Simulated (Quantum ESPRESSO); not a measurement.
Crystal: KCl.

```
K Cl
1.0
     3.83920    0.00000    0.00000
     0.00000    3.83920    0.00000
     0.00000    0.00000    3.83920
K Cl
1 1
Direct
  0.00000 0.00000 0.00000
  0.50000 0.50000 0.50000
```

Measurements of this composition are mostly on another form, of space group No. 225.

Base run:

```yaml
Program: Quantum ESPRESSO 7.5
Functional: PBEsol
Potentials_or_basis: GBRV 1.5 PBEsol
Cutoff: 612 eV
Density_cutoff: 4898 eV
k_mesh: 7 × 7 × 7
Occupations: fermi-dirac, width 0.05 eV
Spin: no spin polarisation
```

Its results: band gap on the k mesh 4.64 eV, indirect (least direct gap 4.83 eV); pressure -1.6 GPa.

Problem. The run is repeated on the same cell with these changes: functional from PBEsol to LDA; potentials or basis from GBRV 1.5 PBEsol to GBRV 1.5 LDA. What comes out?

Solution. Band gap on the k mesh 4.38 eV, indirect (least direct gap 4.57 eV); pressure -3.4 GPa.

Caveats: some levels on the path didn't converge.
